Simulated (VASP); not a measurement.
Set up this calculation in VASP 6.6.1, as an ASE script.

```yaml
Task: single point
Functional: LDA
Potentials_or_basis: VASP PAW LDA potentials, release 64 (Pb_d)
Cutoff: 520 eV
k_mesh: 9 × 9 × 9
Occupations: gaussian, width 0.1 eV
Spin: no spin polarisation
Further_INCAR_settings: ALGO = Fast; EDIFF = 1.00e-07
```

Crystal: Pb.

```
CELL_PARAMETERS angstrom
0.00000 2.47502 2.47502
2.47502 0.00000 2.47502
2.47502 2.47502 0.00000
ATOMIC_POSITIONS crystal
Pb 0.00000 0.00000 0.00000
```

These files were run (other wordings do the same):

run.py

```python
from ase.calculators.vasp import Vasp
from ase.dft.bandgap import bandgap
from ase.spacegroup import crystal

atoms = crystal(
    ['Pb'],
    basis=[[0.0, 0.0, 0.0]],
    spacegroup=225,
    setting=1,
    cellpar=[4.95004, 4.95004, 4.95004, 90.0, 90.0, 90.0],
    primitive_cell=True,
)
calc = Vasp(
    directory='calc',
    xc='lda',
    pp='LDA',
    setups='materialsproject',
    prec='Accurate',
    encut=520,
    ediff=1e-07,
    ismear=0,
    sigma=0.1,
    lreal=False,
    lasph=True,
    nelm=80,
    algo='Fast',
    isif=2,
    lwave=False,
    lcharg=False,
    kpts=[9, 9, 9],
    gamma=True,
)
atoms.calc = calc

print('energy (eV):', atoms.get_potential_energy())
print('free energy (eV):', atoms.get_potential_energy(force_consistent=True))
print('forces (eV/A):')
print(atoms.get_forces())
print('stress (eV/A^3, Voigt):', atoms.get_stress())
print('Fermi level (eV):', calc.get_fermi_level())
gap, top, bottom = bandgap(calc)
print('band gap (eV):', gap, 'from (spin, k, band)', top, 'to', bottom)
```

Potentials or basis: VASP PAW LDA potentials, release 64 (Pb_d).

Run with:

```sh
$ python run.py
```

Results of the run:

| Item | Value |
| --- | --- |
| Pressure | -2.1 GPa |
| Band gap on the k mesh | none (metal or under the smearing width) |

Run time: 14 s on 1 thread of Intel(R) Xeon(R) Platinum 8488C (Sapphire Rapids) (shared host), peak memory 0.13 GiB.
